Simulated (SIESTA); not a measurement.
The system is Na2S.

```
S Na
1.0
     0.00000    3.27350    3.27350
     3.27350    0.00000    3.27350
     3.27350    3.27350    0.00000
S Na
1 2
Cartesian
  0.0000 0.0000 0.0000
  4.9102 4.9102 4.9102
  1.6367 1.6367 1.6367
```

Base run:

* Program: SIESTA 5.4.2
* Functional: BLYP
* Potentials or basis: PseudoDojo 0.4 standard (PBE files)
* Basis: DZP (energy shift 0.003 Ry; two zetas on semicore shells)
* Grid cutoff: 800 Ry
* Energy shift: 0.003 Ry
* k mesh: 7 × 7 × 7
* Occupations: fermi-dirac, width 0.05 eV
* Spin: no spin polarisation

Its results: band gap on the k mesh 2.60 eV, direct; pressure 1.7 GPa.

**Question.** The run is repeated on the same cell with these changes: functional from BLYP to vdW-DF-cx. What comes out?

**Answer.** Band gap on the k mesh 2.55 eV, direct; pressure 0.8 GPa.

Caveats: the potentials were made for another functional, which shifts forces and pressure; the basis of atomic orbitals isn't converged, which shifts pressures, moduli and gaps.
